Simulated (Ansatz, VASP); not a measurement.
## One calculation of ZrS, two programs

Contents of INCAR:

```
SYSTEM = ZrS
ALGO = Fast ; EDIFF = 1E-7
ENCUT = 520 ; GGA = PS
ISIF = 2 ; ISMEAR = 0
LASPH = .TRUE. ; LCHARG = .TRUE.
LELF = .TRUE. ; LREAL = .FALSE.
LVHAR = .TRUE. ; LWAVE = .FALSE.
NBANDS = 16 ; NELM = 100
PREC = Accurate ; SIGMA = 0.15
```

Contents of KPOINTS:

```
k-points
0
G
  16 16 16
  0 0 0
```

File POSCAR:

```
ZrS
1.0
    0.0000000000      2.6250000000      2.6250000000
    2.6250000000      0.0000000000      2.6250000000
    2.6250000000      2.6250000000      0.0000000000
Zr S
1 1
Direct
   -0.0214285714     -0.0214285714      0.0214285714
    0.5000000000      0.5000000000      0.5000000000
```

Input for Ansatz:

```yaml
crystal:
  lattice:
    - [0.0, 2.625, 2.625]
    - [2.625, 0.0, 2.625]
    - [2.625, 2.625, 0.0]
  atoms:
    - { symbol: Zr, position: [-0.0214285714, -0.0214285714, 0.0214285714] }
    - { symbol: S, position: [0.5, 0.5, 0.5] }
basis:
  ecutwfc: 420
kpoints:
  mp_grid: { grid: [16, 16, 16] }
hamiltonian:
  xc: pbesol
scf:
  occupations: { method: gaussian, width: 0.15 }
output:
  forces: true
  stress: true
  eigenvalues: true
```

Change from the starting cell: all Zr atoms moved +0.113 Å, as atom 1 towards its neighbour atom 2 (S) at 2.625 Å.

Alike in both runs: task single point; functional PBEsol; k mesh 16 × 16 × 16; occupations gaussian, width 0.15 eV; no spin polarisation.

```csv
,VASP,Ansatz
version,VASP 6.6.1,Ansatz 0.2.0
potentials or method,"VASP PAW PBE potentials, release 64 (Zr_sv, S)","scalar-relativistic, plane waves, PAW"
plane-wave cutoff (eV),520,420
valence electrons in the cell,18,18
```

```tsv
	VASP	Ansatz	Ansatz less VASP
gap on the k mesh at the Fermi level (eV)	none	none	-
pressure (GPa)	-5.5	-5.7	-0.20
largest component of the traceless stress (GPa)	1.82	1.81	-0.011
rms of the force components (eV/Å)	0.319	0.315	-0.0041
```

Atom by atom the forces differ by 0.004 eV/Å (rms over components). A gap of «none» marks a metal or a gap that the smearing closes.

Caveats: the PAW data sets were made with another functional, which shifts forces and pressure a little (VASP).
